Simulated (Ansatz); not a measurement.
The system is CsSnI3.

```xyz
5
Lattice="6.2057 0.0000 0.0000 0.0000 6.2057 0.0000 0.0000 0.0000 6.2057" Properties=species:S:1:pos:R:3 pbc="T T T"
Cs    0.0000    0.0000    0.0000
I     3.1029    3.1029    0.0000
I     3.1029    0.0000    3.1029
I     0.0000    3.1029    3.1029
Sn    3.1029    3.1029    3.1029
```

Base run:

| Property | Result |
| --- | --- |
| Program | Ansatz 0.2.0 |
| Functional | LDA |
| Potentials or basis | Ansatz PAW |
| Cutoff | 420 eV (not typed: the program's choice for these potentials) |
| k mesh | 5 × 5 × 5 |
| Occupations | fermi-dirac, width 0.05 eV |
| Spin | no spin polarisation |

Its results: pressure -1.6 GPa.

The run is repeated on the same cell with these changes: functional from LDA to PBEsol. What comes out?

Pressure -0.7 GPa.

PBEsol binds less tightly than LDA, so the same cell stands under more pressure.

Caveats: the cell was measured hot, at 500 K; the PAW data sets come from PBE, with cores solved anew for the run's functional, which leaves a small shift of forces and pressure.
